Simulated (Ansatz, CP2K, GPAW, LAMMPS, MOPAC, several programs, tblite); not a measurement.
**Many methods on one cell: GaN (NiAs type)**

GaN built on the NiAs prototype, relaxed with r2SCAN in Ansatz, was computed with several methods. It is hexagonal, P6_3/mmc (No. 194); a = 2.967 Å, c = 5.033 Å in the conventional setting, 9.59 Å³ an atom. Ga has 6 N at 2.13 Å and 2 Ga at 2.52 Å; N has 6 Ga at 2.13 Å. Values at 0 K without nuclear motion; spin polarisation is off, and the phase may be a hypothetical one.

```cif
data_structure
_symmetry_space_group_name_H-M 'P6_3/mmc'
_symmetry_Int_Tables_number 194
_cell_length_a 2.9672
_cell_length_b 2.9672
_cell_length_c 5.0329
_cell_angle_alpha 90.000
_cell_angle_beta 90.000
_cell_angle_gamma 120.000
_cell_volume 38.37
loop_
_atom_site_label
_atom_site_type_symbol
_atom_site_symmetry_multiplicity
_atom_site_Wyckoff_symbol
_atom_site_fract_x
_atom_site_fract_y
_atom_site_fract_z
_atom_site_occupancy
Ga1 Ga 2 a 0.00000 0.00000 0.00000 1
N1 N 2 c 0.33333 0.66667 0.25000 1
```

Gaps and times are for a single point on this cell; volume and bulk modulus come from each method's own relaxation or energy curve at fixed shape, which is too stiff where a cell has free coordinates or axes. Times are rough, from shared hosts (Arm Neoverse N1), and each method has its own mesh and cell size. A dagger marks a closed or tiny gap in a crystal that DFT finds insulating: a failure of the method or a wrong SCF state. A double dagger marks a value from a curve with shape and coordinates held. PM6 (MOPAC): levels, charges or heat of formation failed a check of plausibility, so no values are given. PM6 (MOPAC), PM7 (MOPAC), GFN2-xTB (tblite) treat a cluster of cells at its zone centre, which samples few k points: where these miss a band edge, the gap comes out too large for that reason alone. Gaps from k meshes are read at a limited set of points (mesh, symmetry points, PBE's band edges), so each method's own least gap may be somewhat smaller. Force fields have no electrons; where one was fitted to this phase, its volume and modulus reflect the fit. xTB and the PM methods were fitted mostly to molecules, and can miss a solid's gap by electronvolts. Minimal bases can be far off for gaps. GLLB-SC's gap includes the derivative discontinuity. d marks a direct gap, i an indirect one (no mark: not told apart), a dash a value that wasn't computed or didn't pass its checks.

| method | kind | gap (eV) | own volume (Å³/atom) | bulk modulus (GPa) | atoms computed | processor time |
| --- | --- | --- | --- | --- | --- | --- |
| GaN.sw (LAMMPS) | force field | – | – | – | 4 | 0.14 s |
| GaN.tersoff (LAMMPS) | force field | – | – | – | 4 | 0.16 s |
| light PBE (260 eV and a coarse mesh) | light plane-wave | 1.27 i | – | – | 4 | 1.4 s |
| PBE | semilocal | 1.33 i | 9.96 | 199‡ | 4 | 7.1 s |
| PM7 (MOPAC) | semi-empirical | 0.06† | – | – | 128 | 16 s |
| PM6 (MOPAC) | semi-empirical | – | – | – | 128 | 17 s |
| r2SCAN | semilocal | 1.90 i | 9.59 | 232‡ | 4 | 17 s |
| PBE/SZV (CP2K) | small basis | 0.49 i | – | – | 4 | 21 s |
| GLLB-SC (GPAW) | model potential | 2.11 | – | – | 4 | 23 s |
| GFN2-xTB (tblite) | tight binding | 1.58 | – | – | 128 | 37 s |
| PBE/single zeta (GPAW) | small basis | 0.97 i | – | – | 4 | 40 s |
| PBE/DZVP (CP2K) | small basis | 1.22 i | – | – | 4 | 100 s |

Against r2SCAN (1.90 eV) and with closed or daggered gaps left aside, the nearest gap at the points sampled is that of GLLB-SC (GPAW) (+0.21 eV) and the farthest that of PBE/SZV (CP2K) (-1.41 eV). r2SCAN is only a yardstick of convenience: semilocal gaps usually lie below measured ones, which GLLB-SC and hybrids aim to mend.

Runs without a result: GFN1-xTB (tblite) (single point).

Relaxed on its own, the cell leaves this structure with GaN.sw (LAMMPS), GaN.tersoff (LAMMPS), so no volume is listed.
